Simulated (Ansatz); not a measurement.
# TiO₂: 17O NMR of the central transition

Cell: a computed structure from the Materials Project (it need not be an observed phase).

```cif
data_TiO2
_symmetry_space_group_name_H-M 'Pbcn'
_symmetry_Int_Tables_number 60
_cell_length_a 4.5453
_cell_length_b 5.5196
_cell_length_c 4.9092
_cell_angle_alpha 90.000
_cell_angle_beta 90.000
_cell_angle_gamma 90.000
loop_
_atom_site_label
_atom_site_type_symbol
_atom_site_symmetry_multiplicity
_atom_site_Wyckoff_symbol
_atom_site_fract_x
_atom_site_fract_y
_atom_site_fract_z
Ti Ti 4 c 0.5000 0.6730 0.7500
O O 8 d 0.7285 0.6183 0.0814
```

One atom of each set is listed.

Computed with Ansatz: DFT, r2SCAN, plane waves and PAW, scalar-relativistic, 500 eV cutoff, Γ-centred 5×4×4 k-points, Fermi–Dirac smearing 0.02 eV.

17O has I = 5/2 and Q = -25.58 mb (Pyykkö 2018); at 9.4 T its Larmor frequency is ν₀ = 54.3 MHz. Only the quadrupole interaction is simulated: positions count from each site's isotropic chemical shift, and J coupling is left out, as are shift anisotropy and dipolar coupling, which fast spinning averages.

Simulated pattern of one O site (fast magic-angle spinning, Gaussian broadening 0.06 kHz):

(offset (kHz), height): (-1.045, 0), (-1.010, 2), (-0.975, 7), (-0.941, 9), (-0.906, 10), (-0.871, 10), (-0.836, 14), (-0.801, 23), (-0.766, 29), (-0.731, 31), (-0.697, 34), (-0.662, 36), (-0.627, 41), (-0.592, 51), (-0.557, 80), (-0.522, 100), (-0.487, 88), (-0.452, 79), (-0.418, 78), (-0.383, 84), (-0.348, 95), (-0.313, 89), (-0.278, 73), (-0.243, 62), (-0.208, 56), (-0.174, 51), (-0.139, 48), (-0.104, 45), (-0.069, 40), (-0.034, 26), (0.001, 7), (0.036, 1)

Problem. Which |C_Q| and η does the pattern imply?

Solution. The pattern spans 0.970 kHz before broadening and its centre of gravity is at -0.419 kHz, which fixes P_Q; the places of the horns and steps fix η. That gives P_Q = 1.95 MHz, |C_Q| = 1.85 MHz and η = 0.58. The sign of C_Q can't be read from the pattern.

At O V_zz stands upright on the plane through its three neighbours (within 11°).
